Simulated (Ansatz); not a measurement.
CaO:

```xyz
2
Lattice="0.0000 2.4036 2.4036 2.4036 0.0000 2.4036 2.4036 2.4036 0.0000" Properties=species:S:1:pos:R:3 pbc="T T T"
Ca    0.0000    0.0000    0.0000
O     2.4036    2.4036    2.4036
```

The cell is a database's computed one.

Base run:

| Property | Result |
| --- | --- |
| Program | Ansatz 0.2.0 |
| Functional | PBE0 |
| Potentials or basis | Ansatz PAW |
| Cutoff | 420 eV (not typed: the program's choice for these potentials) |
| k mesh | 6 × 6 × 6 |
| Occupations | fermi-dirac, width 0.05 eV |
| Spin | no spin polarisation |

Its results: band gap on the k mesh 6.05 eV, indirect (least direct gap 6.49 eV); pressure -0.7 GPa.

Question: The run is repeated on the same cell with these changes: functional from PBE0 to HSE06. What comes out?

Answer: Band gap on the k mesh 5.31 eV, indirect (least direct gap 5.73 eV); pressure -0.6 GPa.

Caveats: the PAW data sets come from PBE, with cores solved anew for the run's functional, which leaves a small shift of forces and pressure; the thresholds are loose for stress.
